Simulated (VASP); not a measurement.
# ZrN (Fm-3m) in VASP: notebook

One crystal, ZrN, is run at these levels: PBE+D3(BJ); tasks: relaxation of cell and atoms, electrostatic potential.

Program: VASP 6.6.1. These are calculated values, not measurements. Logs are shortened: lines on timing, memory, paths and dates and some standing lists are left out, and cuts for length are marked.

### Step 1. The structure

The structure is cubic, space group Fm-3m (No. 225). The conventional cell has a = 4.560 Å, b = 4.560 Å, c = 4.560 Å, α = 90.00°, β = 90.00°, γ = 90.00°. Zr (site symmetry m-3m) is surrounded by 6 N at 2.28 Å. N (site symmetry m-3m) has 6 Zr at 2.28 Å as nearest neighbours.

The cell was built by a generator and needn't be a form met in nature.

### Step 2. Relaxation of cell and atoms, PBE+D3(BJ)

Contents of INCAR:

```
SYSTEM = ZrN
PREC     = Accurate       ! precision mode
ENCUT    = 600            ! plane-wave cutoff, eV
EDIFF    = 1E-7           ! SCF threshold, eV
ISMEAR   = 1              ! smearing method
SIGMA    = 0.1            ! smearing width, eV
LREAL    = .False.        ! projectors in reciprocal space
LASPH    = .True.         ! aspherical terms in the spheres
NELM     = 120            ! most SCF steps
ALGO     = Normal         ! electronic algorithm
ISIF     = 3              ! what is computed and relaxed
LWAVE    = .False.        ! write WAVECAR
LCHARG   = .False.        ! write CHGCAR
GGA      = PE             ! functional
IVDW     = 12             ! dispersion correction
IBRION   = 2              ! ionic algorithm
NSW      = 60             ! ionic steps
EDIFFG   = -0.005         ! ionic threshold
```

Contents of KPOINTS:

```
Automatic mesh
0
Gamma
  16 16 16
  0 0 0
```

Contents of POSCAR:

```
ZrN
1.0
    0.0000000000      2.2800000000      2.2800000000
    2.2800000000      0.0000000000      2.2800000000
    2.2800000000      2.2800000000      0.0000000000
Zr N
1 1
Direct
    0.0000000000      0.0000000000      0.0000000000
    0.5000000000      0.5000000000      0.5000000000
```

Potentials or basis: VASP PAW PBE potentials, release 64 (Zr_sv, N).

Command:

```sh
$ cat potpaw_PBE.64/Zr_sv/POTCAR potpaw_PBE.64/N/POTCAR > POTCAR
$ mpirun -np 1 vasp_std > vasp.out
```

OUTCAR:

```text
SYSTEM = ZrN
   PREC = Accurate
   ENCUT = 600
   EDIFF = 1E-7
   ISMEAR = 1
   LREAL = .False.
   LASPH = .True.
   NELM = 120
   ISIF = 3
   GGA = PE
   IVDW = 12
   IBRION = 2
   NSW = 60
   EDIFFG = -0.005
 IVDW          = 12

 ion  position               nearest neighbor table
   1  0.000  0.000  0.000-   2 2.28   2 2.28   2 2.28   2 2.28   2 2.28   2 2.28
   2  0.500  0.500  0.500-   1 2.28   1 2.28   1 2.28   1 2.28   1 2.28   1 2.28

  LATTYP: Found a face centered cubic cell.
 ALAT       =     4.5600000000

  Lattice vectors:

 A1 = (   0.0000000000,   2.2800000000,   2.2800000000)
 A2 = (   2.2800000000,   0.0000000000,   2.2800000000)
 A3 = (   2.2800000000,   2.2800000000,   0.0000000000)

Analysis of symmetry for initial positions (statically):
=====================================================================
 Subroutine PRICEL returns:
 Original cell was already a primitive cell.

 Routine SETGRP: Setting up the symmetry group for a
 face centered cubic supercell.

 Subroutine GETGRP returns: Found 48 space group operations
 (whereof 48 operations were pure point group operations)
 out of a pool of 48 trial point group operations.

The static configuration has the point symmetry O_h .

Analysis of symmetry for dynamics (positions and initial velocities):
=====================================================================
 Subroutine PRICEL returns:
 Original cell was already a primitive cell.

 Routine SETGRP: Setting up the symmetry group for a
 face centered cubic supercell.

 Subroutine GETGRP returns: Found 48 space group operations
 (whereof 48 operations were pure point group operations)
 out of a pool of 48 trial point group operations.

The dynamic configuration has the point symmetry O_h .

 Subroutine INISYM returns: Found 48 space group operations
 (whereof 48 operations are pure point group operations),
 and found     1 'primitive' translations

----------------------------------------------------------------------------------------

                                     Primitive cell

  volume of cell :      23.7047

  direct lattice vectors                    reciprocal lattice vectors
     0.000000000  2.280000000  2.280000000    -0.219298246  0.219298246  0.219298246
     2.280000000  0.000000000  2.280000000     0.219298246 -0.219298246  0.219298246
     2.280000000  2.280000000  0.000000000     0.219298246  0.219298246 -0.219298246

  length of vectors
     3.224406922  3.224406922  3.224406922     0.379835703  0.379835703  0.379835703

  position of ions in fractional coordinates (direct lattice)
     0.000000000  0.000000000  0.000000000
     0.500000000  0.500000000  0.500000000

  ion indices of the primitive-cell ions
   primitive index   ion index
                 1           1
                 2           2

----------------------------------------------------------------------------------------

 KPOINTS: Automatic mesh

Automatic generation of k-mesh.
 Grid dimensions read from file:
 generate k-points for:   16   16   16

 Generating k-lattice:

  Cartesian coordinates                     Fractional coordinates (reciprocal lattice)
    -0.013706140  0.013706140  0.013706140     0.062500000  0.000000000  0.000000000
     0.013706140 -0.013706140  0.013706140     0.000000000  0.062500000  0.000000000
     0.013706140  0.013706140 -0.013706140     0.000000000  0.000000000  0.062500000

  Length of vectors
     0.023739731  0.023739731  0.023739731

  Shift w.r.t. Gamma in fractional coordinates (k-lattice)
     0.000000000  0.000000000  0.000000000

 Subroutine IBZKPT returns following result:
 ===========================================

 Found    145 irreducible k-points:

 Following reciprocal coordinates:
            Coordinates               Weight
  0.000000  0.000000  0.000000      1.000000
  0.062500  0.000000  0.000000      8.000000
  0.125000  0.000000  0.000000      8.000000
  0.187500  0.000000  0.000000      8.000000
  0.250000  0.000000  0.000000      8.000000
  0.312500  0.000000  0.000000      8.000000
[... 16 lines left out ...]
 -0.125000  0.062500  0.000000     24.000000
 -0.062500  0.062500  0.000000     12.000000
 [... further k-points ...]
   k-points           NKPTS =    145   k-points in BZ     NKDIM =    145   number of bands    NBANDS=     12
   number of dos      NEDOS =    301   number of ions     NIONS =      2
   total plane-waves  NPLWV =  21952
   dimension x,y,z NGX =    28 NGY =   28 NGZ =   28
   dimension x,y,z NGXF=    56 NGYF=   56 NGZF=   56
   ions per type =               1   1
   NGX,Y,Z   is equivalent  to a cutoff of  14.44, 14.44, 14.44 a.u.
   NGXF,Y,Z  is equivalent  to a cutoff of  28.87, 28.87, 28.87 a.u.
 SYSTEM =  ZrN
   PREC   = accura    normal or accurate (medium, high low for compatibility)
   ISTART =      0    job   : 0-new  1-cont  2-samecut
   ICHARG =      2    charge: 1-file 2-atom 10-const
   ISPIN  =      1    spin polarized calculation?
   LNONCOLLINEAR =      F non collinear calculations
   LSORBIT =      F    spin-orbit coupling
   LASPH  =      T    aspherical Exc in radial PAW
   ENCUT  =  600.0 eV  44.10 Ry    6.64 a.u.   6.44  6.44  6.44*2*pi/ulx,y,z
   NELM   =    120;   NELMIN=  2; NELMDL= -5     # of ELM steps
   EDIFF  = 0.1E-06   stopping-criterion for ELM
   LREAL  =      F    real-space projection
   EDIFFG = -.5E-02   stopping-criterion for IOM
   NSW    =     60    number of steps for IOM
   IBRION =      2    ionic relax: 0-MD 1-quasi-New 2-CG
   NFREE  =      1    steps in history (QN), initial steepest desc. (CG)
   ISIF   =      3    stress and relaxation
   ISYM   =      2    0-nonsym 1-usesym 2-fastsym
   POTIM  = 0.5000    time-step for ionic-motion
   TEBEG  =    0.0;   TEEND  =   0.0 temperature during run
   PSTRESS=    0.0 pullay stress
   NELECT =      17.0000    total number of electrons
   NUPDOWN=      -1.0000    fix difference up-down
   EMIN   =  10.00;   EMAX   =-10.00  energy-range for DOS
   EFERMI =   0.00;   METHOD = LEGACY
   ISMEAR =     1;   SIGMA  =   0.10  broadening in eV -4-tet -1-fermi 0-gaus
   EFERMI_NEDOS =   21; number of points for ismear=-14 and -15
   IALGO  =     38    algorithm
   IMIX   =      4    mixing-type and parameters
     AMIX     =   0.40;   BMIX     =  1.00
     AMIX_MAG =   1.60;   BMIX_MAG =  1.00
  volume/ion in A,a.u.               =      11.85        79.98
  Fermi-wavevector in a.u.,A,eV,Ry     =   1.465367  2.769141 29.215781  2.147299
  Thomas-Fermi vector in A             =   2.581232
   LORBIT       =      0    0 simple, 1 ext, 2 COOP (PROOUT), +10 PAW based schemes
   GGA     = PE    functional components
   LHFCALC =     F    Hartree Fock is set to
   AEXX    =    0.0000 exact exchange contribution
   IVDW    =    12    specifies the selected vdW correction
   LEPSILON=     F    determine dielectric tensor
   LRPA    =     F    only Hartree local field effects (RPA)
 conjugate gradient relaxation of ions
 non-spin polarized calculation
 Methfessel and Paxton  Order N= 1 SIGMA  =   0.10
  energy-cutoff  :      600.00
  volume of cell :       23.70
 maximum number of plane-waves:       817
 NGX is ok and might be reduce to    28
   NGX = 13   NGY = 13   NGZ = 13

 number of electron      17.0000000 magnetization

 Free energy of the ion-electron system (eV)
  ---------------------------------------------------
  ext. energy  EPLUGINS =         0.00000000
  ---------------------------------------------------
  free energy    TOTEN  =       -20.36153633 eV

  energy without entropy =      -20.36093108  energy(sigma->0) =      -20.36133458

 E-fermi :  12.1789     XC(G=0): -12.5901

 val. band max:       12.1745031459   @ k =   0.4375   0.1875   0.0625
 cond. band min:      12.1894565213   @ k =  -0.1250   0.0625   0.0000
 fundamental gap:      0.0149533753
 Fermi energy:        12.1789030915

 k-point     1 :       0.0000    0.0000    0.0000
  band No.  band energies     occupation
      1     -37.3675      2.00000
      2     -14.9715      2.00000
      3     -14.9715      2.00000
      4     -14.9715      2.00000
      5      -4.1614      2.00000
      6       9.5025      2.00000
      7       9.5025      2.00000
      8       9.5025      2.00000
      9      11.7749      2.00000
     10      11.7749      2.00000
     11      11.7749      2.00000
     12      13.8017     -0.00000

 k-point     2 :       0.0625    0.0000    0.0000
  band No.  band energies     occupation
      1     -37.3618      2.00000
      2     -15.0244      2.00000
      3     -14.9753      2.00000
      4     -14.9753      2.00000
      5      -4.0785      2.00000
      6       9.1531      2.00000
      7       9.2618      2.00000
      8       9.2618      2.00000
      9      11.8992      2.00055
     10      11.8992      2.00055
     11      11.9012      2.00061
     12      14.1034     -0.00000

 k-point     3 :       0.1250    0.0000    0.0000
  band No.  band energies     occupation
      1     -37.3455      2.00000
      2     -15.1714      2.00000
      3     -14.9862      2.00000
      4     -14.9862      2.00000
      5      -3.8423      2.00000
      6       8.3588      2.00000
      7       8.7168      2.00000
      8       8.7168      2.00000
      9      12.1430      1.56652
     10      12.2195      0.37144
     11      12.2195      0.37144
     12      14.8735      0.00000
[... 286 lines left out ...]
 k-point    23 :      -0.1250    0.0625    0.0000
  band No.  band energies     occupation
      1     -37.3336      2.00000
      2     -15.2563      2.00000
      3     -15.0291      2.00000
      4     -14.9787      2.00000
      5      -3.6790      2.00000
      6       7.8099      2.00000
      7       8.2461      2.00000
      8       8.7241      2.00000
      9      12.1743      1.07723
     10      12.1895      0.82248
     11      12.8851     -0.00000
     12      14.6449      0.00000

 k-point    24 :      -0.0625    0.0625    0.0000
  band No.  band energies     occupation
      1     -37.3526      2.00000
      2     -15.0974      2.00000
      3     -15.0011      2.00000
      4     -14.9727      2.00000
      5      -3.9467      2.00000
      6       8.6013      2.00000
      7       8.8256      2.00000
      8       9.1663      2.00000
      9      11.9299      2.00242
     10      11.9613      2.00869
     11      12.3573     -0.03009
     12      14.1500     -0.00000

 [... further k-points ...]

------------------------ aborting loop because EDIFF is reached ----------------------------------------

 Edisp (eV)   -0.86668

 E8    (eV) :    -0.3951

  FORCE on cell =-STRESS in cart. coord.  units (eV):
  Direction    XX          YY          ZZ          XY          YZ          ZX
  --------------------------------------------------------------------------------------
  -------------------------------------------------------------------------------------
  Total      -0.00184    -0.00184    -0.00184     0.00000     0.00000     0.00000
  in kB      -0.12415    -0.12415    -0.12415     0.00000     0.00000     0.00000
  external pressure =       -0.12 kB  Pullay stress =        0.00 kB

 VOLUME and BASIS-vectors are now :
 -----------------------------------------------------------------------------
  energy-cutoff  :      600.00
  volume of cell :       23.70
      direct lattice vectors                 reciprocal lattice vectors
     0.000000000  2.280000000  2.280000000    -0.219298246  0.219298246  0.219298246
     2.280000000  0.000000000  2.280000000     0.219298246 -0.219298246  0.219298246
     2.280000000  2.280000000  0.000000000     0.219298246  0.219298246 -0.219298246

 POSITION                                       TOTAL-FORCE (eV/Angst)
 -----------------------------------------------------------------------------------
      0.00000      0.00000      0.00000         0.000000      0.000000      0.000000
      2.28000      2.28000      2.28000         0.000000      0.000000     -0.000000
 -----------------------------------------------------------------------------------
    total drift:                                0.000000      0.000000      0.000000

  FREE ENERGIE OF THE ION-ELECTRON SYSTEM (eV)
  ---------------------------------------------------
  free  energy   TOTEN  =       -21.2282124427 eV

  energy  without entropy=      -21.2276071900  energy(sigma->0) =      -21.22801069

 reached required accuracy - stopping structural energy minimisation
```

Wall time 25 s (1 thread of Intel Xeon 6975P-C (Granite Rapids), shared host); peak memory 0.21 GiB.

What came out:

```yaml
Free_energy: -21.2282 eV
Pressure_after_relaxing: 0.0 GPa
Band_gap_on_the_k_mesh: none (metal or under the smearing width)
Dispersion_energy_per_atom: -0.433 eV
```

Final structure:
```
CELL_PARAMETERS angstrom
0.00000 2.28000 2.28000
2.28000 0.00000 2.28000
2.28000 2.28000 0.00000
ATOMIC_POSITIONS crystal
Zr 0.00000 0.00000 0.00000
N 0.50000 0.50000 0.50000
```

Levels at points of the mesh, in eV from the Fermi level:
| k point | band 5 | band 6 | band 7 | band 8 | band 9 | band 10 | band 11 | band 12 |
| --- | --- | --- | --- | --- | --- | --- | --- | --- |
| (0.00, 0.00, 0.00) | -16.34 | -2.68 | -2.68 | -2.68 | -0.40 | -0.40 | -0.40 | 1.62 |
| (0.50, 0.00, 0.00) | -14.06 | -7.74 | -5.76 | -5.76 | 3.09 | 3.16 | 3.16 | 4.83 |
| (0.50, 0.50, 0.00) | -15.83 | -4.55 | -3.54 | -3.16 | -3.16 | 3.45 | 4.65 | 4.65 |

Caveat: the relaxation stopped at its first step, so nothing moved; pairwise dispersion overbinds metals, which lowers pressure and volume.

### Step 3. Electrostatic potential, PBE+D3(BJ)

Contents of INCAR:

```
ALGO = Normal
EDIFF = 1E-7
ENCUT = 520
GGA = PE
ISIF = 2
ISMEAR = 1
IVDW = 12
LASPH = True
LCHARG = True
LREAL = False
LVHAR = True
LWAVE = False
NELM = 80
PREC = Accurate
SIGMA = 0.1
```

Contents of KPOINTS:

```
k-points
0
Gamma
  16 16 16
```

Contents of POSCAR:

```
ZrN                                     
1.0
    0.0000000000      2.2800000000      2.2800000000
    2.2800000000      0.0000000000      2.2800000000
    2.2800000000      2.2800000000      0.0000000000
  Zr              N             
     1     1
Direct
     0.0000000000000000    0.0000000000000000    0.0000000000000000
     0.5000000000000000    0.5000000000000000    0.5000000000000000
```

Potentials or basis: VASP PAW PBE potentials, release 64 (Zr_sv, N).

Command:

```sh
$ cat potpaw_PBE.64/Zr_sv/POTCAR potpaw_PBE.64/N/POTCAR > POTCAR
$ mpirun -np 1 vasp_std > vasp.out
```

It took 13 s on 1 thread of Intel Xeon 6975P-C (Granite Rapids), shared host; peak memory 0.18 GiB.

The run converged. Its results:

```yaml
Free_energy: -21.2262 eV
Pressure: 0.1 GPa
Band_gap_on_the_k_mesh: none (metal or under the smearing width)
Dispersion_energy_per_atom: -0.433 eV
```

Levels at points of the mesh, in eV from the Fermi level:
| k point | band 6 | band 7 | band 8 | band 9 | band 10 | band 11 | band 12 |
| --- | --- | --- | --- | --- | --- | --- | --- |
| (0.00, 0.00, 0.00) | -2.68 | -2.68 | -2.68 | -0.40 | -0.40 | -0.40 | 1.63 |
| (0.50, 0.00, 0.00) | -7.74 | -5.76 | -5.76 | 3.09 | 3.16 | 3.16 | 4.83 |
| (0.50, 0.50, 0.00) | -4.55 | -3.54 | -3.16 | -3.16 | 3.45 | 4.65 | 4.65 |

Caveat: pairwise dispersion overbinds metals, which lowers pressure and volume.
